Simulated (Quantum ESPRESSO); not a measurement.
## AlN: dielectric tensor and Born charges under several settings

```
Al N
1.0
     0.00000    2.18399    2.18399
     2.18399    0.00000    2.18399
     2.18399    2.18399    0.00000
Al N
1 1
Direct
  0.00000 0.00000 0.00000
  0.25000 0.25000 0.25000
```

Measurements of this composition are mostly on another form, of space group No. 186.

All runs used Quantum ESPRESSO 7.5; k mesh 8 × 8 × 8, shifted; given cell; no spin polarisation; cutoff 612 eV; occupations smeared at first, fixed for the response.

| level | potentials | pressure (GPa) | ε∞ (diagonal) |
| --- | --- | --- | --- |
| LDA | GBRV 1.5 LDA | -2.8 | 4.58 |
| PBE | GBRV 1.5 PBE | ? | ? |
| PBEsol | GBRV 1.5 PBEsol | 1.7 | 4.64 |
| WC | GBRV 1.5 PBE | 2.3 | 4.64 |
| BLYP | GBRV 1.5 PBE | 9.4 | 4.39 |
| AM05 | GBRV 1.5 PBE | 2.5 | 4.67 |

What stands in the row left open?

Pressure 5.4 GPa; ε∞ 4.58.

Caveats: the potentials were made for another functional, which shifts forces and pressure (some runs); the cell is more than 3 GPa from zero pressure, which shifts response properties (some runs).

For the row left open. Caveat: the cell is more than 3 GPa from zero pressure, which shifts response properties.
